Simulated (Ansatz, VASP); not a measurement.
# Two plane-wave programs on Pt

```
Pt
1.0
     0.00000    1.94842    1.94842
     1.94842    0.00000    1.94842
     1.94842    1.94842    0.00000
Pt
1
Direct
  0.00000 0.00000 0.00000
```

Alike in both runs: functional LDA; k mesh 16 × 16 × 16; occupations fermi-dirac, width 0.15 eV; no spin polarisation.

Ansatz relaxed the structure, and its values are those at the end. VASP's run is a single point on that final structure, the one shown.

```csv
,VASP,Ansatz
version,VASP 6.6.1,Ansatz 0.2.0
potentials or method,"VASP PAW LDA potentials, release 64 (Pt)","scalar-relativistic, plane waves, PAW"
plane-wave cutoff (eV),520,600
valence electrons in the cell,10,18
```

VASP gave:

| Property | Result |
| --- | --- |
| gap on the k mesh at the Fermi level (eV) | none |
| pressure (GPa) | 0.8 |

Q: What did Ansatz give for the same quantities?

A: gap on the k mesh at the Fermi level (eV): none; pressure (GPa): 0.0.

A gap of «none» marks a metal or a gap that the smearing closes. The two sets of potentials don't hold the same shells in valence. Ansatz warned: «pseudo_functional_mismatch».

Spin-orbit coupling is left out, which matters for the levels of Pt.
